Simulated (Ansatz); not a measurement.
# Ba (Fm-3m) under several functionals

Plane-wave DFT in Ansatz with scalar-relativistic PAW potentials. The same structure was relaxed (cell and atoms, symmetry kept) in separate runs at each level. This fcc form isn't the element's structure at ambient conditions. No spin polarisation.

Q: How do the levels PBE, PBE+D3(BJ), PBEsol, r2SCAN compare?

A:
| level | cutoff (eV) | k mesh | V (Å³/atom) | a (Å) | B0 (GPa) |
| --- | --- | --- | --- | --- | --- |
| PBEsol | 420 | 12×12×12 | 58.519 | 6.163 | – |
| PBE+D3(BJ) | 420 | 12×12×12 | 60.234 | 6.223 | – |
| PBE | 420 | 12×12×12 | 63.851 | 6.345 | 9 |
| r2SCAN | 500 | 12×12×12 | 66.900 | 6.444 | – |

The usual order of volumes, PBEsol < PBE, holds here (58.519, 63.851 Å³/atom). As a rule PBEsol, built on the gradient expansion of slowly varying densities, lies between LDA and PBE; PBE's stronger gradient term for exchange weakens bonds. Adding D3 to PBE changes the volume by -5.7 %; the term is attractive, so it pulls cells in. In metals the pairwise form ignores screening by the conduction electrons and often pulls in too far. r2SCAN lies 4.8 % over PBE in volume.